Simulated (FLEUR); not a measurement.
AgCl (Chlorargyrite): band structure with RPBE

**Experimental background.**

A printed reference work, data compilation reports, for a bulk crystal of AgCl: band gap 3.249 eV (indirect).

Crystal: AgCl (Chlorargyrite).

```
CELL_PARAMETERS angstrom
0.00000 2.73500 2.73500
2.73500 0.00000 2.73500
2.73500 2.73500 0.00000
ATOMIC_POSITIONS crystal
Ag 0.00000 0.00000 0.00000
Cl 0.50000 0.50000 0.50000
```

| Item | Value |
| --- | --- |
| Program | FLEUR MaX-R8.1 (later development tree) |
| Task | band structure |
| Functional | RPBE |
| Potentials or basis | all-electron |
| Basis | FLAPW |
| Kmax | 4.78 1/bohr |
| k mesh | 8 × 8 × 8 |
| Occupations | fermi-dirac, width 0.05 eV |
| Spin | no spin polarisation |
| Gmax | 14.8 1/bohr |
| Muffin-tin radii | Ag 2.66, Cl 2.05 bohr |
| lmax | Ag 11, Cl 8 |
| Local orbitals a species | Ag 5, Cl 4 |
| Max iterations | 60 |
| Mixing factor | 0.05 |
| Mixer | Anderson |
| Mixer history | 15 |
| Density convergence | 1e-05 me/bohr^3 |

```json
{"Band gap on the k mesh": "1.26 eV, indirect (least direct gap 3.62 eV)", "Band gap along the path": "1.26 eV, indirect (least direct gap 3.47 eV)", "Valence electrons inside the program's atomic spheres": "Ag 17.92; Cl 5.26 (radii Ag 2.66, Cl 2.05 bohr)"}
```

Levels at the corners of the path, in eV from the valence-band top:
```
point  band 9  band 10  band 11  band 12  band 13  band 14  band 15  band 16  band 17  band 18
    Γ   -2.51    -2.51    -2.51    -2.48    -2.48     1.26    10.82    10.82    10.82    12.89
    X   -2.85    -2.28    -1.99    -1.99    -1.88     2.59     8.18     9.12    12.06    12.06
    W   -2.05    -2.05    -1.99    -1.98    -1.20     4.46     8.17     8.17     8.28    13.77
    K   -2.37    -2.05    -1.88    -1.67    -1.09     3.84     7.52     8.48    10.07    12.01
    Γ   -2.51    -2.51    -2.51    -2.48    -2.48     1.26    10.82    10.82    10.82    12.89
    L   -2.12    -2.12    -1.80     0.00     0.00     4.49     7.01     7.75     7.75    13.40
    U   -2.37    -2.05    -1.88    -1.67    -1.09     3.84     7.52     8.48    10.07    12.01
    W   -2.05    -2.05    -1.99    -1.98    -1.20     4.46     8.17     8.17     8.28    13.77
    L   -2.12    -2.12    -1.80     0.00     0.00     4.49     7.01     7.75     7.75    13.40
    K   -2.37    -2.05    -1.88    -1.67    -1.09     3.84     7.52     8.48    10.07    12.01
    U   -2.37    -2.05    -1.88    -1.67    -1.09     3.84     7.52     8.48    10.07    12.01
    X   -2.85    -2.28    -1.99    -1.99    -1.88     2.59     8.18     9.12    12.06    12.06
```

Core levels (eV from the Fermi level):
| atom | levels |
| --- | --- |
| 1 Ag | 1s1/2 -25311.4, 2s1/2 -3720.8, 2p1/2 -3456.1, 2p3/2 -3280.8, 3s1/2 -677.7, 3p1/2 -572.6, 3p3/2 -541.6, 3d3/2 -356.0, 3d5/2 -349.7 |
| 2 Cl | 1s1/2 -2744.2, 2s1/2 -245.7, 2p1/2 -185.3, 2p3/2 -183.6 |

It took 54 s on 1 thread of Arm Neoverse V2, with other jobs on the host, peak memory 0.07 GiB.

Measured gap of AgCl: 3.249 eV (indirect; a printed reference work, data compilation). This calculation gives 1.26 eV (-1.99 eV). So large a miss can be the level of theory's own, or it may mean another phase, state or a wrong row. Spin-orbit coupling on Ag is left out. The value is that of RPBE, without temperature or zero-point motion. Semilocal functionals fall short of measured gaps as a rule.
